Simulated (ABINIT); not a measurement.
Runs of ABINIT 10.8.3 (patched build) on Sb. The structure is trigonal, space group R-3m (No. 166). The conventional cell has a = 4.308 Å, b = 4.308 Å, c = 11.274 Å, α = 90.00°, β = 90.00°, γ = 120.00°. Sb (site symmetry 3m) has 3 Sb at 2.91 Å as nearest neighbours. 

```tsv
task	level	potentials or basis	k mesh	cutoff (eV)	fine-grid cutoff	mesh quality	gap on the mesh (eV)	pressure (GPa)	largest force (eV/Å)
single point	r2SCAN	JTH PAW PBE v2.0	3 × 3 × 3	517	1034.03 eV	coarse	1.18	-	0.28
band structure	PBE	JTH PAW PBE v2.0	8 × 8 × 8	435	870.764 eV	not flagged	none	(a)	0.17
single point	PBE	JTH PAW PBE v2.0	6 × 6 × 6	435	870.764 eV	not flagged	none	2.7	0.08
single point	r2SCAN	Ansatz PAW PBE default generated set, frozen core	6 × 6 × 6	490	979.61 eV	not flagged	none	-	(b)
band structure	BP86	JTH PAW PBE v2.0	8 × 8 × 8	435	870.764 eV	not flagged	none	3.3	0.13
```

Alike in all rows: no spin polarisation; cell as given; smearing fermi-dirac 0.05 eV.

Task: Estimate the missing entries.

Result: (a) 2.6; (b) 0.09.

Caveats: some runs use coarse meshes; the PAW data sets were made with another functional, which shifts forces and pressure a little (some runs); spin-orbit coupling is left out, which moves the levels of the heavy elements (some runs); an odd mesh through Γ misses points on the zone boundary, where band edges often lie (some runs).

A k mesh can miss the band edges, and the runs leave out spin-orbit coupling on Sb.

A gap of «none» marks a metal or a gap under the smearing width.

Not every run made on this cell is shown here.
